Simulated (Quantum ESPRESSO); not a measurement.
# Co (P-3m1) in Quantum ESPRESSO: notebook, part 2 of 2

Quantum ESPRESSO 7.5. The steps go on from the part before.

**4. Relaxation of cell and atoms, PBEsol, collinear spin, ferromagnetic start, target pressure 20 GPa, at which the enthalpy is minimised**

The input, pw.in:

```
&CONTROL
  calculation = 'vc-relax'
  prefix = 'pwscf'
  outdir = './tmp'
  pseudo_dir = './pseudo'
  tprnfor = .true.
  tstress = .true.
  disk_io = 'low'
  nstep = 40
  forc_conv_thr = 0.0004
  etot_conv_thr = 1d-05
/
&SYSTEM
  ibrav = 0
  A = 2.48736487
  nat = 2
  ntyp = 1
  ecutwfc = 64
  ecutrho = 515
  nbnd = 28
  occupations = 'smearing'
  smearing = 'fd'
  degauss = 0.00367493
  nspin = 2
  starting_magnetization(1) = 0.1176
/
&ELECTRONS
  conv_thr = 4d-10
  electron_maxstep = 120
  mixing_beta = 0.3
/
&IONS
  ion_dynamics = 'bfgs'
/
&CELL
  cell_dynamics = 'bfgs'
  press = 200
  press_conv_thr = 0.3
/
ATOMIC_SPECIES
Co    58.9332 co_pbesol_v1.2.uspp.F.UPF
CELL_PARAMETERS alat
   1.0000000015    0.0000000000    0.0000000000
  -0.5000000008    0.8660254051    0.0000000000
   0.0000000000    0.0000000000    1.6335719590
ATOMIC_POSITIONS alat
Co    -0.0000000001    0.5773502701    1.2090703162
Co     0.5000000008    0.2886751350    0.4245016428
K_POINTS automatic
8 8 5 0 0 0
```

Potentials or basis: GBRV 1.5 PBEsol.

The run is started by

```console
$ OMP_NUM_THREADS=1 mpirun -n 2 pw.x -nk 2 -in pw.in > pw.out
```

pw.out:

```text
This program is part of the open-source Quantum ESPRESSO suite
     for quantum simulation of materials; please cite
[... 6 lines left out ...]
     using ibrav=0 with symmetry is DISCOURAGED, use correct ibrav instead

     K-points division:     npool     =       2
     Subspace diagonalization in iterative solution of the eigenvalue problem:
     a serial algorithm will be used

     G-vector sticks info
     --------------------
     sticks:   dense  smooth     PW     G-vecs:    dense   smooth      PW
     Sum         769     379    121                28963    10125    1761

     Using Slab Decomposition

     bravais-lattice index     =            0
     lattice parameter (alat)  =       4.7004  a.u.
     unit-cell volume          =     146.9210 (a.u.)^3
[... 604 lines left out ...]
    11.2033  16.0580  19.7320  19.7426  19.7426  20.1907  20.1907  20.6547
    20.6547  20.6668  22.1258  22.1258  29.3485  43.2690  46.8080  47.0842
    47.5936  47.5936  48.7838  48.7838
[... 269 lines left out ...]
   -72.7702 -72.7599 -36.5322 -36.5026 -36.2674 -36.2256 -36.1847 -36.1489
    16.3876  16.7452  18.0084  18.4179  19.4253  20.1009  20.7238  21.1902
    22.1121  22.4644  23.8086  24.9170  30.4993  31.5150  36.3849  38.3571
    40.4648  42.9788  47.1710  48.0739

     the Fermi energy is    20.8766 ev

!    total energy              =    -596.54438410 Ry
     estimated scf accuracy    <          2.6E-14 Ry
     smearing contrib. (-TS)   =      -0.00088446 Ry
     internal energy E=F+TS    =    -596.54349964 Ry

     The total energy is F=E-TS. E is the sum of the following terms:
     one-electron contribution =    -284.91791328 Ry
     hartree contribution      =     167.23524647 Ry
     xc contribution           =     -64.86806719 Ry
     ewald contribution        =    -413.99276565 Ry

     total magnetization       =     3.26 Bohr mag/cell
     absolute magnetization    =     3.53 Bohr mag/cell

     convergence has been achieved in  14 iterations

     Forces acting on atoms (cartesian axes, Ry/au):

     atom    1 type  1   force =    -0.00000000   -0.00000000    0.00001229
     atom    2 type  1   force =     0.00000000    0.00000000   -0.00001229

     Total force =     0.000017     Total SCF correction =     0.000001

     Computing stress (Cartesian axis) and pressure

          total   stress  (Ry/bohr**3)                   (kbar)     P=      202.79
   0.00137805   0.00000000  -0.00000000          202.72        0.00       -0.00
   0.00000000   0.00137805  -0.00000000            0.00      202.72       -0.00
  -0.00000000  -0.00000000   0.00137947           -0.00       -0.00      202.93

=------------------------------------------------------------------------------=
   JOB DONE.
=------------------------------------------------------------------------------=
```

Run time: 2.9 min. Hardware: 2 MPI ranks of Arm Neoverse V1, shared host; peak memory 0.26 GiB.

What came out:

* Free energy: -8116.3998 eV
* Relaxed volume: 9.71 Å³/atom
* Relaxed cell: a = 2.405 Å, b = 2.405 Å, c = 3.878 Å, α = 90.00°, β = 90.00°, γ = 120.00°
* Space group after relaxing (to 0.05 Å): P6_3/mmc (No. 194)
* Energy change on relaxing (the enthalpy is what falls): +15.3 meV/atom
* Ionic steps: 7
* Pressure after relaxing: 20.3 GPa
* Band gap on the k mesh: none (metal or under the smearing width)
* Net moment: 3.26 μB per cell
* Absolute moment: 3.53 μB per cell
* Site moments: Co +1.69 μB
* Valence electrons inside the program's atomic spheres: Co 15.30

The path:
```tsv
step	energy change (eV)	largest force (eV/Å)	pressure (GPa)	volume (Å³)
1	0.0000	0.4380	-9.15	21.77
2	0.1785	0.7674	35.17	18.69
3	0.0224	0.4023	17.87	19.57
4	0.0276	0.2157	19.34	19.47
5	0.0323	0.0068	20.24	19.42
6	0.0309	0.0014	20.03	19.43
7	0.0306	0.0003	20.00	19.43
```

Final structure:
```xyz
2
Lattice="2.4054 0.0000 0.0000 -1.2027 2.0831 0.0000 0.0000 0.0000 3.8776" Properties=species:S:1:pos:R:3 pbc="T T T"
Co    0.0000    1.3888    2.9082
Co    1.2027    0.6944    0.9694
```

Levels at points of the mesh, in eV from the Fermi level:
Spin up:
| k point | band 17 | band 18 | band 19 | band 20 | band 21 | band 22 |
| --- | --- | --- | --- | --- | --- | --- |
| (0.00, 0.00, 0.00) | -2.10 | -0.77 | -0.77 | -0.28 | 7.29 | 22.56 |
| (0.00, -0.50, 0.00) | -0.49 | -0.44 | 1.50 | 3.76 | 10.45 | 11.22 |
Spin down:
```csv
k point,band 13,band 14,band 15,band 16,band 17,band 18
"(0.00, 0.00, 0.00)",-1.13,-0.69,-0.69,-0.22,-0.22,-0.21
"(0.00, -0.50, 0.00)",-1.35,-1.22,-0.71,1.42,1.58,1.63
```

Caveat: the k mesh is coarse (spacing up to 0.36 Å⁻¹), so the values aren't converged.

**5. Relaxation of cell and atoms, PBEsol, collinear spin, ferromagnetic start, target pressure 30 GPa, at which the enthalpy is minimised**

pw.in: that of step 4 with these lines changed.

```diff
@@ -36,3 +36,3 @@
   cell_dynamics = 'bfgs'
-  press = 200
+  press = 300
   press_conv_thr = 0.3
```

The run is started by

```console
$ OMP_NUM_THREADS=1 mpirun -n 2 pw.x -nk 2 -in pw.in > pw.out
```

Run time: 2.9 min. Hardware: 2 MPI ranks of Arm Neoverse V1, shared host; peak memory 0.26 GiB.

It converged, with:

```yaml
Free_energy: -8116.3158 eV
Relaxed_volume: 9.45 Å³/atom
Relaxed_cell: a = 2.383 Å, b = 2.383 Å, c = 3.842 Å, α = 90.00°, β = 90.00°, γ = 120.00°
Space_group_after_relaxing_to_0.05_Å: P6_3/mmc (No. 194)
Energy_change_on_relaxing_the_enthalpy_is_what_falls: +56.4 meV/atom
Ionic_steps: 7
Pressure_after_relaxing: 30.3 GPa
Band_gap_on_the_k_mesh: none (metal or under the smearing width)
Net_moment: 3.23 μB per cell
Absolute_moment: 3.49 μB per cell
Site_moments: Co +1.68 μB
Valence_electrons_inside_the_program's_atomic_spheres: Co 15.22
```

The path:
| step | energy change (eV) | largest force (eV/Å) | pressure (GPa) | volume (Å³) |
| --- | --- | --- | --- | --- |
| 1 | 0.0000 | 0.4380 | -9.15 | 21.77 |
| 2 | 0.4643 | 0.9756 | 58.85 | 17.71 |
| 3 | 0.0763 | 0.4224 | 25.24 | 19.16 |
| 4 | 0.1077 | 0.2357 | 29.32 | 18.94 |
| 5 | 0.1185 | 0.0328 | 30.61 | 18.87 |
| 6 | 0.1144 | 0.0069 | 30.18 | 18.89 |
| 7 | 0.1127 | 0.0005 | 30.00 | 18.90 |

Final structure:
```yaml
crystal:
  lattice:
    - [2.38346, 0.00000, 0.00000]
    - [-1.19173, 2.06413, 0.00000]
    - [0.00000, 0.00000, 3.84186]
  atoms:
    - { symbol: Co, position: [0.33333, 0.66667, 0.75001] }
    - { symbol: Co, position: [0.66667, 0.33333, 0.24999] }
```

Levels at points of the mesh, in eV from the Fermi level:
Spin up:
| k point | band 16 | band 17 | band 18 | band 19 | band 20 | band 21 | band 22 | band 23 |
| --- | --- | --- | --- | --- | --- | --- | --- | --- |
| (0.00, 0.00, 0.00) | -2.11 | -2.11 | -0.72 | -0.72 | -0.27 | 7.58 | 22.78 | 26.30 |
| (0.00, -0.50, 0.00) | -0.56 | -0.42 | -0.37 | 1.60 | 3.93 | 10.70 | 11.51 | 13.94 |
Spin down:
```csv
k point,band 12,band 13,band 14,band 15,band 16,band 17,band 18,band 19
"(0.00, 0.00, 0.00)",-1.19,-1.19,-0.72,-0.72,-0.24,-0.24,-0.19,1.29
"(0.00, -0.50, 0.00)",-2.18,-1.42,-1.27,-0.74,1.47,1.63,1.68,3.05
```

Caveat: the k mesh is coarse (spacing up to 0.36 Å⁻¹), so the values aren't converged.

**6. Summary**

| cell | gap on the mesh (eV) | pressure (GPa) | moment (μB) |
| --- | --- | --- | --- |
| relaxed to 5 GPa | none | 5.2 | 3.29 |
| relaxed to 10 GPa | none | 10.2 | 3.27 |
| relaxed to 20 GPa | none | 20.3 | 3.26 |
| relaxed to 30 GPa | none | 30.3 | 3.23 |

Alike in all rows: task relaxation of cell and atoms; level PBEsol; potentials or basis GBRV 1.5 PBEsol; spin collinear, ferromagnetic start; k mesh 8 × 8 × 5; cutoff (eV) 871; smearing fermi-dirac 0.05 eV; the mesh is coarse, so values aren't converged.

Caveats: all runs use coarse meshes.

Total energies depend on the potentials used, so only differences within one code and one set of settings carry meaning.
